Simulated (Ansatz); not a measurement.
# Zn (P6_3/mmc) in Ansatz: a series of runs

The runs below take Zn through single point, equation of state, with PBEsol.

Everything below comes from runs of Ansatz 0.2.0. Logs are shortened: lines on timing, memory, paths and dates and some standing lists are left out, and cuts for length are marked.

### Step 1. Starting point

The structure is hexagonal, space group P6_3/mmc (No. 194). The conventional cell has a = 2.670 Å, b = 2.670 Å, c = 4.966 Å, α = 90.00°, β = 90.00°, γ = 120.00°. Around Zn (site symmetry -6m2) lie 12 Zn at 2.67 to 2.92 Å.

### Step 2. Single point, PBEsol, 14.41 Å³/atom (volume scaled by 0.94)

The input, input.yaml:

```yaml
crystal:
  lattice:
    - [2.6154949103, 0.0, 0.0]
    - [-1.3077474551, 2.2650850358, 0.0]
    - [0.0, 0.0, 4.8646246159]
  atoms:
    - { symbol: Zn, position: [0.6666666667, 0.3333333333, 0.75] }
    - { symbol: Zn, position: [0.3333333333, 0.6666666667, 0.25] }
kpoints:
  mp_grid: { grid: [11, 11, 6] }
scf:
  occupations: { method: fermi_dirac, width: 0.05 }
hamiltonian:
  xc: pbesol
  pseudopotentials: { kind: all_electron, lapw: { basis_error: 0.001 } }
output:
  forces: true
  stress: true
  eigenvalues: true
```

Potentials or basis: all-electron LAPW, scalar-relativistic.

Started as:

```sh
> ansatz run input.yaml --threads 1 --pin off --max-ram 3072MiB --backend cpu --events-out ev --progress --plain --runs-dir out
```

Standard output:

```text
Warning: RAYON_NUM_THREADS=1 ignored (pool sized by the plan → 1); use --threads N
LAPW: plane waves up to 8.533 Å⁻¹, error target 1.0e-3 eV per atom; small_component_spin mean_spin; Zn in spheres of 1.308 Å, 20 of its electrons in bands, Dirac shells [] (how accurate: hamiltonian.pseudopotentials.lapw.basis_error, Limitations)
Engine: ansatz 0.2.0, x86_64-unknown-linux-gnu
Pseudopotentials: kind: all_electron
Pseudopotential: Zn, LAPW, valence charge 20, lapw/all_electron/scalar/gaussian/Zn, Koelling and Harmon's equation, gaussian nucleus
Functional definition: PBEsol
  exchange = pbesol_x
  correlation = pbesol_c
Crystal: 2 atoms, lattice volume = 28.820 Å³
Basis set: ecut = 277.40937600176085 eV, 325 PW (Γ), exchange–correlation at level 2
Bands: 24, of which v1, the nominal top of the filled ones, is band 20 counted from 1 (19 counted from 0)
Symmetry: 24 space group operations
Space group: P63/mmc (ITA 194), of the structure as read, at distance tolerance 3.1e-5 Å
k-points: 64 of 726
Non-local potential: Zn, projectors of the file, none
Initial density: superposition of atomic densities (chi_scale 0.1, normalization cell)
Initial wavefunctions: plane waves of lowest kinetic energy (no species holds an atomic orbital)
Functional: x = pbesol(κ = 0.804, μ = 0.12345679012345678), c = pbesol(β = 0.046)
iter 1 solved again at ethr=1.94e-4 eV; its pass at ethr=1.00e-1 eV (dr2=7.75e-2 eV) is discarded
SCF iter   1: F=—  HF=-97670.106008 eV  |F-HF|=—  |Δ(HF+E_count)|=         —  Δρ=2.16e-2  dr2=7.77e-2  ethr=1.94e-4  ⟨swp⟩=3.0  Hψ=10180  notcnv=0
preconditioner: auto → Kerker (q_TF=auto, 2.882 Å⁻¹)  [metal: Δε(μ)=0.071 eV  Ē_g=12.690 eV  σ=0.050 eV  W_gap=0.33  n_scr=10 (ndim 8)  ℏωp=33.9 eV  f_vac=0.000  D(μ)=0.53/eV (n_scr^D=2)]
SCF iter   2: F=—  HF=-97669.971882 eV  |F-HF|=—  |Δ(HF+E_count)|=   1.34e-1  Δρ=8.12e-3  dr2=1.59e-2  ethr=1.94e-4  ⟨swp⟩=3.0  Hψ=5165  notcnv=0
SCF iter   3: F=—  HF=-97669.820511 eV  |F-HF|=—  |Δ(HF+E_count)|=   1.51e-1  Δρ=9.52e-3  dr2=1.90e-2  ethr=3.98e-5  ⟨swp⟩=3.0  Hψ=4931  notcnv=0
SCF iter   4: F=—  HF=-97669.811670 eV  |F-HF|=—  |Δ(HF+E_count)|=   8.84e-3  Δρ=3.80e-3  dr2=3.75e-3  ethr=3.98e-5  ⟨swp⟩=2.0  Hψ=4415  notcnv=0
iter 5 solved again at ethr=2.51e-7 eV; its pass at ethr=9.37e-6 eV (dr2=1.00e-4 eV) is discarded
SCF iter   5: F=—  HF=-97669.811925 eV  |F-HF|=—  |Δ(HF+E_count)|=   2.55e-4  Δρ=6.40e-4  dr2=1.00e-4  ethr=2.51e-7  ⟨swp⟩=2.0  Hψ=7558  notcnv=0
SCF iter   6: F=—  HF=-97669.811870 eV  |F-HF|=—  |Δ(HF+E_count)|=   5.51e-5  Δρ=1.21e-4  dr2=3.85e-6  ethr=2.50e-7  ⟨swp⟩=2.0  Hψ=4413  notcnv=0
SCF iter   7: F=—  HF=-97669.811868 eV  |F-HF|=—  |Δ(HF+E_count)|=   2.04e-6  Δρ=2.53e-5  dr2=2.30e-7  ethr=9.63e-9  ⟨swp⟩=2.0  Hψ=4411  notcnv=0
SCF iter   8: F=-97669.811868 eV  HF=-97669.811868 eV  |F-HF|=1.88e-8  |Δ(HF+E_count)|=   4.47e-8  Δρ=5.20e-6  dr2=8.04e-9  ethr=5.76e-10  ⟨swp⟩=2.0  Hψ=4411  notcnv=0
SCF 1 converged in 8 iterations: F = -97669.811868 eV  dr2 = 8.04e-9
SCF converged after 8 iterations
Free energy (F): -97669.811868 eV
Harris-Foulkes:  -97669.811868 eV  (|F-HF|=1.88e-8)
Internal energy: -97669.807209 eV  (E = F + TS)
E sigma→0 (E₀):  -97669.809539 eV
Entropy (-TS):   -0.004659 eV (-2.329 meV/atom)
Fermi energy:    14.542963 eV
--- Per-component energies (eV) ---
  E_band       = -1055.140215
  E_kinetic    = 99456.200035
  E_xc         = -3822.925192
  E_electrostatic = -193303.082052  (all electrons and nuclei)
  E_smearing   = -0.004659  (= −TS)
  E_closure    = 0.000000  (closes the sum)
  E_atoms      = -97666.664271  (free atoms, spherical and without spin; not in F)
  Σ components = -97669.811868   (vs F -97669.811868, Δ=0.00e0)
  Basis errors (estimates in eV, not in F): energy 2.6e-4 per atom: plane waves 2.4e-4 (1.3e-4 summed), levels above the bands 5.1e-62, relativity 6.6e-9, radial functions 1.6e-5, core shells 1.2e-11; eigenvalues (radial functions only) 1.6e-5; not estimated: angular momenta, meshes, grids; target (lapw.basis_error) 1.0e-3; muffin-tin radii Zn 1.308 Å
--- Forces (eV/Å), atoms counted from 1 ---
  atom   1  Zn     0.00000000     0.00000000    -0.00000000
  atom   2  Zn    -0.00000000    -0.00000000     0.00000000
  max |Σ_I F_I| component: 6.94e-18 eV/Å
--- Stress (GPa, compression-positive) ---
       -0.375449       0.000000       0.000000
        0.000000      -0.375449       0.000000
        0.000000       0.000000      -2.492694
  P = ⅓ Tr σ = -1.0812 GPa (-10.812 kbar)
--- Band table (eV; the first three rows and the last of 64) ---
  k-point 0: bands = ["-111.6123", "-111.6111", "-65.9400", "-65.9243", "-65.9057", "-65.9057", "-65.9040", "-65.9040", "3.8393", "5.8703", "6.6736", "6.9364", "6.9364", "6.9924", "6.9924", "7.3593", "7.3593", "7.5894", "7.5894", "10.7551", "11.6924", "28.6337", "32.2684", "32.7676"]
  k-point 1: bands = ["-111.6122", "-111.6112", "-65.9390", "-65.9253", "-65.9056", "-65.9056", "-65.9041", "-65.9041", "4.0133", "5.8420", "6.6762", "6.9343", "6.9343", "6.9842", "6.9842", "7.3807", "7.3807", "7.5786", "7.5786", "9.1768", "13.6596", "26.1654", "32.9431", "32.9431"]
  k-point 2: bands = ["-111.6120", "-111.6114", "-65.9361", "-65.9282", "-65.9053", "-65.9053", "-65.9044", "-65.9044", "4.5096", "5.6860", "6.7129", "6.9343", "6.9343", "6.9645", "6.9645", "7.4332", "7.4332", "7.5461", "7.5461", "7.7017", "16.3648", "22.7026", "33.4423", "33.4423"]
  k-point 63: bands = ["-111.6077", "-111.6077", "-65.9351", "-65.9351", "-65.9288", "-65.9288", "-65.9245", "-65.9245", "6.5782", "6.5782", "6.7311", "6.7311", "6.9660", "6.9660", "7.2198", "7.2198", "7.5849", "7.5849", "14.9429", "14.9429", "16.1256", "16.1256", "18.3708", "18.3708"]
```

It took 24 s on 1 thread of Intel Xeon at 2.50GHz (Skylake/Cascade Lake), shared host; peak memory 0.35 GiB.

Results:

| Item | Value |
| --- | --- |
| Free energy | -97669.8119 eV |
| Pressure | -1.1 GPa |
| Band gap on the k mesh | none (metal or under the smearing width) |

### Step 3. Single point, PBEsol, 14.72 Å³/atom (volume scaled by 0.96)

Changes to input.yaml since step 2:

```diff
@@ -2,5 +2,5 @@
   lattice:
-    - [2.6154949103, 0.0, 0.0]
-    - [-1.3077474551, 2.2650850358, 0.0]
-    - [0.0, 0.0, 4.8646246159]
+    - [2.6339144954, 0.0, 0.0]
+    - [-1.3169572477, 2.2810368644, 0.0]
+    - [0.0, 0.0, 4.8988836645]
   atoms:
```

Potentials or basis: all-electron LAPW, scalar-relativistic.

Started as:

```sh
> ansatz run input.yaml --threads 1 --pin off --max-ram 3072MiB --backend cpu --events-out ev --progress --plain --runs-dir out
```

Run time: 19 s. Hardware: 1 thread of Intel Xeon at 2.50GHz (Skylake/Cascade Lake), shared host; peak memory 0.35 GiB.

The run converged. Its results:

| Quantity | Value |
| --- | --- |
| Free energy | -97669.8044 eV |
| Pressure | -2.8 GPa |
| Band gap on the k mesh | none (metal or under the smearing width) |

### Step 4. Single point, PBEsol, 15.02 Å³/atom (volume scaled by 0.98)

Changes to input.yaml since step 3:

```diff
@@ -2,5 +2,5 @@
   lattice:
-    - [2.6339144954, 0.0, 0.0]
-    - [-1.3169572477, 2.2810368644, 0.0]
-    - [0.0, 0.0, 4.8988836645]
+    - [2.652079997, 0.0, 0.0]
+    - [-1.3260399985, 2.2967686502, 0.0]
+    - [0.0, 0.0, 4.9326701367]
   atoms:
```

Started as:

```sh
> ansatz run input.yaml --threads 1 --pin off --max-ram 3072MiB --backend cpu --events-out ev --progress --plain --runs-dir out
```

It took 23 s on 1 thread of Intel Xeon at 2.50GHz (Skylake/Cascade Lake), shared host; peak memory 0.35 GiB.

It converged, with:

```
Free energy            : -97669.7907 eV
Pressure               : -4.3 GPa
Band gap on the k mesh : none (metal or under the smearing width)
```

### Step 5. Single point, PBEsol, 15.33 Å³/atom

Changes to input.yaml since step 4:

```diff
@@ -2,5 +2,5 @@
   lattice:
-    - [2.652079997, 0.0, 0.0]
-    - [-1.3260399985, 2.2967686502, 0.0]
-    - [0.0, 0.0, 4.9326701367]
+    - [2.67, 0.0, 0.0]
+    - [-1.335, 2.3122878281, 0.0]
+    - [0.0, 0.0, 4.966]
   atoms:
```

Started as:

```sh
> ansatz run input.yaml --threads 1 --pin off --max-ram 3072MiB --backend cpu --events-out ev --progress --plain --runs-dir out
```

It took 24 s on 1 thread of Intel Xeon at 2.50GHz (Skylake/Cascade Lake), shared host; peak memory 0.35 GiB.

It converged, with:

```yaml
Free_energy: -97669.7716 eV
Pressure: -5.6 GPa
Band_gap_on_the_k_mesh: none (metal or under the smearing width)
```

### Step 6. Single point, PBEsol, 15.64 Å³/atom (volume scaled by 1.02)

Changes to input.yaml since step 5:

```diff
@@ -2,5 +2,5 @@
   lattice:
-    - [2.67, 0.0, 0.0]
-    - [-1.335, 2.3122878281, 0.0]
-    - [0.0, 0.0, 4.966]
+    - [2.6876826345, 0.0, 0.0]
+    - [-1.3438413173, 2.3276014388, 0.0]
+    - [0.0, 0.0, 4.9988883757]
   atoms:
```

Potentials or basis: all-electron LAPW, scalar-relativistic.

Started as:

```sh
> ansatz run input.yaml --threads 1 --pin off --max-ram 3072MiB --backend cpu --events-out ev --progress --plain --runs-dir out
```

Wall time 26 s (1 thread of Intel Xeon at 2.50GHz (Skylake/Cascade Lake), shared host); peak memory 0.35 GiB.

It converged, with:

```
Free energy            : -97669.7478 eV
Pressure               : -6.8 GPa
Band gap on the k mesh : none (metal or under the smearing width)
```

### Step 7. Single point, PBEsol, 15.94 Å³/atom (volume scaled by 1.04)

Changes to input.yaml since step 6:

```diff
@@ -2,5 +2,5 @@
   lattice:
-    - [2.6876826345, 0.0, 0.0]
-    - [-1.3438413173, 2.3276014388, 0.0]
-    - [0.0, 0.0, 4.9988883757]
+    - [2.7051356082, 0.0, 0.0]
+    - [-1.3525678041, 2.3427161574, 0.0]
+    - [0.0, 0.0, 5.0313495994]
   atoms:
```

Started as:

```sh
> ansatz run input.yaml --threads 1 --pin off --max-ram 3072MiB --backend cpu --events-out ev --progress --plain --runs-dir out
```

Run time: 26 s. Hardware: 1 thread of Intel Xeon at 2.50GHz (Skylake/Cascade Lake), shared host; peak memory 0.35 GiB.

The run converged. Its results:

```
Free energy            : -97669.7200 eV
Pressure               : -7.8 GPa
Band gap on the k mesh : none (metal or under the smearing width)
```

### Step 8. Single point, PBEsol, 16.25 Å³/atom (volume scaled by 1.06)

Changes to input.yaml since step 7:

```diff
@@ -2,5 +2,5 @@
   lattice:
-    - [2.7051356082, 0.0, 0.0]
-    - [-1.3525678041, 2.3427161574, 0.0]
-    - [0.0, 0.0, 5.0313495994]
+    - [2.7223662359, 0.0, 0.0]
+    - [-1.3611831179, 2.3576383187, 0.0]
+    - [0.0, 0.0, 5.0633972761]
   atoms:
```

Started as:

```sh
> ansatz run input.yaml --threads 1 --pin off --max-ram 3072MiB --backend cpu --events-out ev --progress --plain --runs-dir out
```

Wall time 22 s (1 thread of Intel Xeon at 2.50GHz (Skylake/Cascade Lake), shared host); peak memory 0.35 GiB.

The run converged. Its results:

| Property | Result |
| --- | --- |
| Free energy | -97669.6885 eV |
| Pressure | -8.6 GPa |
| Band gap on the k mesh | none (metal or under the smearing width) |

### Step 9. Equation of state, PBEsol

Potentials or basis: all-electron LAPW, scalar-relativistic.

This step only gathers the single runs of the series.

Results:

* Equilibrium volume: 14.24 Å³/atom (rough: see the caveat)
* Bulk modulus at fixed shape and positions: 92 GPa (rough)

Energy against volume, from the lowest point:
```tsv
volume (Å³/atom)	energy (meV/atom)
14.410	0.00
14.716	3.76
15.023	10.60
15.330	20.13
15.636	32.01
15.943	45.95
16.249	61.67
```

Caveat: the minimum lies outside the volumes run; the cell was scaled at fixed shape and fractional positions, which overstates the stiffness of a crystal with free parameters, most of all of layers and chains.
